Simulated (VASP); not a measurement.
# LiF (Griceite) (Fm-3m) in VASP: further runs

One crystal, LiF (Griceite), is run at these levels: PBE, LDA; tasks: elastic constants, phonons, dielectric tensor.

Program: VASP 6.6.1. These are calculated values, not measurements. Logs are shortened: lines on timing, memory, paths and dates and some standing lists are left out, and cuts for length are marked.

**The experiment to reproduce.**

From a printed reference work, monograph, for a bulk crystal of LiF: high-frequency dielectric constant 1.93.

The runs below are set against these values where they give the same quantity.

## 1. The crystal as given

The structure is cubic, space group Fm-3m (No. 225). Conventional cell: a = 4.051 Å, b = 4.051 Å, c = 4.051 Å, α = 90.00°, β = 90.00°, γ = 90.00°. Around Li (site symmetry m-3m) lie 6 F at 2.03 Å. Around F (site symmetry m-3m) lie 6 Li at 2.03 Å.

## 2. Elastic constants, PBE

Contents of POSCAR:

```
LiF
1.0
    0.0000000000      2.0254491992      2.0254491992
    2.0254491992      0.0000000000      2.0254491992
    2.0254491992      2.0254491992      0.0000000000
  Li              F
     1     1
Direct
     0.0000000000000000    0.0000000000000000    0.0000000000000000
     0.5000000000000000    0.5000000000000000    0.5000000000000000
```

Contents of INCAR.step1:

```
  PREC = Accurate
  ENCUT = 600
  EDIFF = 1E-8
  ISMEAR = 0
  SIGMA = 0.03
  LREAL = F
  LASPH = T
  NELM = 80
  ALGO = Fast
  ISIF = 3
  LWAVE = F
  LCHARG = F
  GGA = PE
  IBRION = 2
  NSW = 40
  EDIFFG = -0.002
```

Contents of INCAR.step2:

```
  PREC = Accurate
  ENCUT = 600
  EDIFF = 1E-8
  ISMEAR = 0
  SIGMA = 0.03
  LREAL = F
  LASPH = T
  NELM = 80
  ALGO = Fast
  ISIF = 3
  LWAVE = F
  LCHARG = F
  GGA = PE
  IBRION = 6
  NFREE = 2
  POTIM = 0.015
  NSW = 1
```

Contents of KPOINTS:

```
regular mesh
0
Gamma
  12 12 12
```

Potentials or basis: VASP PAW PBE potentials, release 64 (Li_sv, F).

Launch:

```bash
> cat potpaw_PBE.64/Li_sv/POTCAR potpaw_PBE.64/F/POTCAR > POTCAR
> cp INCAR.step1 INCAR
> mpirun -np 1 vasp_std > vasp.out
> cp CONTCAR POSCAR
> cp INCAR.step2 INCAR
> mpirun -np 1 vasp_std > vasp.out
```

OUTCAR:

```text
PREC = Accurate
   ENCUT = 600
   EDIFF = 1E-8
   ISMEAR = 0
   LREAL = F
   LASPH = T
   NELM = 80
   ISIF = 3
   GGA = PE
   IBRION = 6
   NFREE = 2
   POTIM = 0.015
   NSW = 1

 ion  position               nearest neighbor table
   1  0.000  0.000  0.000-   2 2.03   2 2.03   2 2.03   2 2.03   2 2.03   2 2.03
   2  0.500  0.500  0.500-   1 2.03   1 2.03   1 2.03   1 2.03   1 2.03   1 2.03

  LATTYP: Found a face centered cubic cell.
 ALAT       =     4.0528388607

  Lattice vectors:

 A1 = (   0.0000000000,   2.0264194304,   2.0264194304)
 A2 = (   2.0264194304,   0.0000000000,   2.0264194304)
 A3 = (   2.0264194304,   2.0264194304,   0.0000000000)

Analysis of symmetry for initial positions (statically):
=====================================================================
 Subroutine PRICEL returns:
 Original cell was already a primitive cell.

 Routine SETGRP: Setting up the symmetry group for a
 face centered cubic supercell.

 Subroutine GETGRP returns: Found 48 space group operations
 (whereof 48 operations were pure point group operations)
 out of a pool of 48 trial point group operations.

The static configuration has the point symmetry O_h .

Analysis of symmetry for dynamics (positions and initial velocities):
=====================================================================
 Subroutine PRICEL returns:
 Original cell was already a primitive cell.

 Routine SETGRP: Setting up the symmetry group for a
 face centered cubic supercell.

 Subroutine GETGRP returns: Found 48 space group operations
 (whereof 48 operations were pure point group operations)
 out of a pool of 48 trial point group operations.

The dynamic configuration has the point symmetry O_h .

 Subroutine INISYM returns: Found 48 space group operations
 (whereof 48 operations are pure point group operations),
 and found     1 'primitive' translations

----------------------------------------------------------------------------------------

                                     Primitive cell

  volume of cell :      16.6425

  direct lattice vectors                    reciprocal lattice vectors
     0.000000000  2.026419430  2.026419430    -0.246740627  0.246740627  0.246740627
     2.026419430  0.000000000  2.026419430     0.246740627 -0.246740627  0.246740627
     2.026419430  2.026419430  0.000000000     0.246740627  0.246740627 -0.246740627

  length of vectors
     2.865789841  2.865789841  2.865789841     0.427367302  0.427367302  0.427367302

  position of ions in fractional coordinates (direct lattice)
     0.000000000  0.000000000  0.000000000
     0.500000000  0.500000000  0.500000000

  ion indices of the primitive-cell ions
   primitive index   ion index
                 1           1
                 2           2

----------------------------------------------------------------------------------------

 KPOINTS: regular mesh

Automatic generation of k-mesh.
 Grid dimensions read from file:
 generate k-points for:   12   12   12

 Generating k-lattice:

  Cartesian coordinates                     Fractional coordinates (reciprocal lattice)
    -0.020561719  0.020561719  0.020561719     0.083333333  0.000000000  0.000000000
     0.020561719 -0.020561719  0.020561719     0.000000000  0.083333333  0.000000000
     0.020561719  0.020561719 -0.020561719     0.000000000  0.000000000  0.083333333

  Length of vectors
     0.035613942  0.035613942  0.035613942

  Shift w.r.t. Gamma in fractional coordinates (k-lattice)
     0.000000000  0.000000000  0.000000000

 Subroutine IBZKPT returns following result:
 ===========================================

 Found     72 irreducible k-points:

 Following reciprocal coordinates:
            Coordinates               Weight
  0.000000  0.000000  0.000000      1.000000
  0.083333  0.000000  0.000000      8.000000
  0.166667  0.000000  0.000000      8.000000
  0.250000  0.000000  0.000000      8.000000
  0.333333  0.000000  0.000000      8.000000
  0.416667  0.000000  0.000000      8.000000
[... 16 lines left out ...]
  0.500000  0.166667  0.000000     24.000000
 -0.416667  0.166667  0.000000     24.000000
 [... further k-points ...]
   k-points           NKPTS =     72   k-points in BZ     NKDIM =     72   number of bands    NBANDS=      9
   number of dos      NEDOS =    301   number of ions     NIONS =      2
   total plane-waves  NPLWV =  13824
[... 39 lines left out ...]
   LORBIT       =      0    0 simple, 1 ext, 2 COOP (PROOUT), +10 PAW based schemes
   GGA     = PE    functional components
   LHFCALC =     F    Hartree Fock is set to
   AEXX    =    0.0000 exact exchange contribution
   IVDW    =     0    specifies the selected vdW correction
   LEPSILON=     F    determine dielectric tensor
   LRPA    =     F    only Hartree local field effects (RPA)
 finite differences with symmetry
 non-spin polarized calculation
 RMM-DIIS sequential band-by-band and
 Gauss-broadening in eV      SIGMA  =   0.03
  energy-cutoff  :      600.00
  volume of cell :       16.64
 maximum number of plane-waves:       568
   NGX = 11   NGY = 11   NGZ = 11

--------------------------------------- Ionic step        1  -------------------------------------------

 number of electron      10.0000000 magnetization

 number of electron       9.9999991 magnetization

 Free energy of the ion-electron system (eV)
  ---------------------------------------------------
  ext. energy  EPLUGINS =         0.00000000
  ---------------------------------------------------
  free energy    TOTEN  =        -9.64282893 eV

  energy without entropy =       -9.64282893  energy(sigma->0) =       -9.64282893

------------------------ aborting loop because EDIFF is reached ----------------------------------------

  FORCE on cell =-STRESS in cart. coord.  units (eV):
  Direction    XX          YY          ZZ          XY          YZ          ZX
  --------------------------------------------------------------------------------------
  -------------------------------------------------------------------------------------
  Total        0.0015565      0.0015565      0.0015565      0.0000000      0.0000000     -0.0000000
  in kB        0.1498439      0.1498439      0.1498439      0.0000000      0.0000000     -0.0000000
  external PRESSURE =       0.1498439 kB  Pullay stress =       0.0000000 kB
[... 89 lines left out ...]
  FREE ENERGIE OF THE ION-ELECTRON SYSTEM (eV)
  ---------------------------------------------------
  free  energy   TOTEN  =        -9.6413940522 eV

  energy  without entropy=       -9.6413940522  energy(sigma->0) =       -9.64139405

[... ionic steps 4 to 14 ...]

--------------------------------------- Ionic step       15  -------------------------------------------

 number of electron       9.9999994 magnetization

------------------------ aborting loop because EDIFF is reached ----------------------------------------
[... 67 lines left out ...]
--------------------------------------- Ionic step       17  -------------------------------------------

 number of electron       9.9999994 magnetization

 Free energy of the ion-electron system (eV)
  ---------------------------------------------------
  ext. energy  EPLUGINS =         0.00000000
  ---------------------------------------------------
  free energy    TOTEN  =        -9.64266362 eV

  energy without entropy =       -9.64266362  energy(sigma->0) =       -9.64266362

 E-fermi :  -0.9009     XC(G=0):  -9.8937

 val. band max:       -1.1323335786   @ k =   0.0000   0.0000   0.0000
 cond. band min:       7.7937183929   @ k =   0.0000   0.0000   0.0000
 fundamental gap:      8.9260519714
 Fermi energy:        -0.9009336839

 k-point     1 :       0.0000    0.0000    0.0000
  band No.  band energies     occupation
      1     -42.0897      2.00000
      2     -21.0566      2.00000
      3      -1.1327      2.00000
      4      -1.1323      2.00000
      5      -1.1323      2.00000
      6       7.7937      0.00000
      7      22.5845      0.00000
      8      22.5897      0.00000
      9      22.6132      0.00000
[... 265 lines left out ...]
 k-point    24 :      -0.4167    0.1667    0.0000
  band No.  band energies     occupation
      1     -42.0315      2.00000
      2     -20.5692      2.00000
      3      -3.4532      2.00000
      4      -2.0310      2.00000
      5      -1.4734      2.00000
      6      10.6073      0.00000
      7      14.6959      0.00000
      8      17.7100      0.00000
      9      17.8835      0.00000

 [... further k-points ...]
[... 5 lines left out ...]
  --------------------------------------------------------------------------------------
  -------------------------------------------------------------------------------------
  Total        0.0050419      0.0014268      0.0014268      0.0000000     -0.0000000      0.0000000
  in kB        0.4853861      0.1373616      0.1373616      0.0000000     -0.0000000      0.0000000
  external PRESSURE =       0.2533698 kB  Pullay stress =       0.0000000 kB
[... 17 lines left out ...]
  FREE ENERGIE OF THE ION-ELECTRON SYSTEM (eV)
  ---------------------------------------------------
  free  energy   TOTEN  =        -9.6426636171 eV

  energy  without entropy=       -9.6426636171  energy(sigma->0) =       -9.64266362

 INTERNAL STRAIN TENSORS FROM STRAINED CELLS
 ============================================

 INTERNAL STRAIN TENSOR FOR ION    1 for displacements in x,y,z  (eV/Angst):
          X           Y           Z          XY          YZ          ZX
  --------------------------------------------------------------------------------
  x     0.00000     0.00000     0.00000     0.00000     0.00000    -0.00000
  y     0.00000    -0.00000     0.00000    -0.00000     0.00000     0.00000
  z    -0.00000    -0.00000     0.00000     0.00000    -0.00000    -0.00000

 INTERNAL STRAIN TENSORS FROM DISPLACED ATOMS
 ============================================

 INTERNAL STRAIN TENSOR FOR ION    1 for displacements in x,y,z  (eV/Angst):
          X           Y           Z          XY          YZ          ZX
  --------------------------------------------------------------------------------
  x     0.00000     0.00000     0.00000     0.00000     0.00000     0.00000
  y     0.00000     0.00000     0.00000     0.00000     0.00000     0.00000
  z     0.00000     0.00000     0.00000     0.00000     0.00000     0.00000

 INTERNAL STRAIN TENSOR FOR ION    2 for displacements in x,y,z  (eV/Angst):
          X           Y           Z          XY          YZ          ZX
  --------------------------------------------------------------------------------
  x     0.00000     0.00000     0.00000     0.00000     0.00000     0.00000
  y     0.00000     0.00000     0.00000     0.00000     0.00000     0.00000
  z     0.00000     0.00000     0.00000     0.00000     0.00000     0.00000

 Eigenvectors and eigenvalues of the dynamical matrix
 ----------------------------------------------------

   1 f  =    8.442428 THz    53.045337 2PiTHz  281.609070 cm-1    34.915059 meV
             X         Y         Z           dx          dy          dz
      0.000000  0.000000  0.000000     0.000000    0.855451    0.000000
      2.026419  2.026419  2.026419     0.000000   -0.517884    0.000000
[... 21 lines left out ...]
   6 f/i=    0.012648 THz     0.079468 2PiTHz    0.421885 cm-1     0.052307 meV
             X         Y         Z           dx          dy          dz
      0.000000  0.000000  0.000000     0.000000    0.000000   -0.517884
      2.026419  2.026419  2.026419     0.000000    0.000000   -0.855451

--------------------------------------------------------------------------------------------------------

 ELASTIC MODULI CONTR FROM IONIC RELAXATION (kBar)
 Direction    XX          YY          ZZ          XY          YZ          ZX
 --------------------------------------------------------------------------------
 XX           0.0000      0.0000      0.0000      0.0000      0.0000      0.0000
 YY           0.0000      0.0000      0.0000      0.0000      0.0000      0.0000
 ZZ           0.0000      0.0000      0.0000      0.0000      0.0000      0.0000
 XY           0.0000      0.0000      0.0000      0.0000      0.0000      0.0000
 YZ           0.0000      0.0000      0.0000      0.0000      0.0000      0.0000
 ZX           0.0000      0.0000      0.0000      0.0000      0.0000      0.0000
 --------------------------------------------------------------------------------

 TOTAL ELASTIC MODULI (kBar)
 Direction    XX          YY          ZZ          XY          YZ          ZX
 --------------------------------------------------------------------------------
 XX        1127.3293    446.0486    446.0486     -0.0000     -0.0000     -0.0000
 YY         446.0486   1127.3293    446.0486      0.0000     -0.0000     -0.0000
 ZZ         446.0486    446.0486   1127.3293     -0.0000      0.0000      0.0000
 XY          -0.0000      0.0000     -0.0000    603.3476      0.0000      0.0000
 YZ          -0.0000     -0.0000      0.0000      0.0000    603.3476      0.0000
 ZX          -0.0000     -0.0000      0.0000      0.0000      0.0000    603.3476
 --------------------------------------------------------------------------------
```

It took 6.6 min on 1 thread of Intel Xeon Platinum 8559C (Emerald Rapids), shared host; peak memory 0.28 GiB.

What came out:

| Item | Value |
| --- | --- |
| Relaxed volume | 8.32 Å³/atom |
| Relaxed cell | a = 2.866 Å, b = 2.866 Å, c = 2.866 Å, α = 60.00°, β = 60.00°, γ = 60.00° |
| Space group after relaxing (to 0.05 Å) | Fm-3m (No. 225) |
| Elastic constants C11, C12, C44 | 113, 45, 60 GPa |
| Voigt bulk modulus | 67 GPa |
| Highest phonon frequency at Γ, LO-TO splitting left out | 282 cm⁻¹ |

Final structure:
```
Li F
1.0
     0.00000    2.02642    2.02642
     2.02642    0.00000    2.02642
     2.02642    2.02642    0.00000
Li F
1 1
Direct
  0.00000 0.00000 0.00000
  0.50000 0.50000 0.50000
```

Phonon frequencies in cm⁻¹ (negative: imaginary):
| q point | frequencies |
| --- | --- |
| (0.000, 0.000, 0.000) | 0 0 0 282 282 282 |

Elastic tensor in Voigt notation (GPa, in the Cartesian axes of the cell as first typed):
```
113  45  45   0   0   0
 45 113  45   0   0   0
 45  45 113   0   0   0
  0   0   0  60   0   0
  0   0   0   0  60   0
  0   0   0   0   0  60
```

Clamped-ion elastic tensor (GPa):
```
113  45  45   0   0   0
 45 113  45   0   0   0
 45  45 113   0   0   0
  0   0   0  60   0   0
  0   0   0   0  60   0
  0   0   0   0   0  60
```

Caveat: the cutoff is under 1.25 times the usual one of these potentials, so pressure, stress and relaxed cells hold a basis-set (Pulay) error.

[end of part 1 of 2]
